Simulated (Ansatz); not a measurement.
**NbAs: symmetry broken, then relaxed**

The calculation used DFT LDA, scalar-relativistic, plane waves, PAW (Ansatz 0.2.0). Cutoff 420 eV, Γ-centred 14×14×14 k-points, Gaussian smearing of 0.15 eV. No spin polarisation. Energies are free energies at this smearing, counted from the undisturbed cell; pressure is positive in compression.

Zero of the scan (relaxed at this level; it needn't be the usual structure):

```
Nb As
1.0
    -1.70894    1.70894    5.76425
     1.70894   -1.70894    5.76425
     1.70894    1.70894   -5.76425
Nb As
2 2
Direct
  0.74874 0.74874 0.00000
  0.49874 0.99874 0.50000
  0.16726 0.16726 0.00000
  0.91726 0.41726 0.50000
```

The atoms are displaced (Å, in the unstrained cell):

| atom | ux | uy | uz |
| --- | --- | --- | --- |
| Nb1 | 0.069 | -0.009 | -0.004 |
| Nb2 | 0.054 | 0.016 | 0.002 |
| As3 | -0.081 | 0.001 | 0.105 |
| As4 | -0.042 | -0.008 | -0.103 |

Cell and atoms are then relaxed.

Task: Does the relaxation return to the undisturbed structure?

Result: Yes (up to a choice of domain or origin): same space group and volume, and an energy 0.0 meV/atom from it. The disturbance itself cost 96.9 meV/atom. The final space group reads I4_1md (tolerance 0.05 Å) and the volume changes by 0.00 %.

Final structure:

```
Nb As
1.0
    -1.70877    1.70880    5.76554
     1.70878   -1.70881    5.76554
     1.70877    1.70881   -5.76554
Nb As
2 2
Direct
  0.74876 0.74876 0.00000
  0.49876 0.99876 0.50000
  0.16724 0.16724 0.00000
  0.91724 0.41724 0.50000
```

The relaxation, step by step (energy from the first step; small jumps at an unchanged geometry come where the plane waves are selected anew for the new cell):

```tsv
step	ΔE (meV/atom)	largest force component (eV/Å)	pressure (GPa)
1	0.0	2.327	2.21
2	-63.0	1.476	3.60
3	-96.4	0.044	-0.16
4	-96.8	0.016	0.00
5	-96.9	0.000	-0.01
6	-96.9	0.000	-0.01
```

Cost: 3 runs of about 18 core-minutes in all, on Intel Xeon 6975P-C (Granite Rapids) (shared hosts).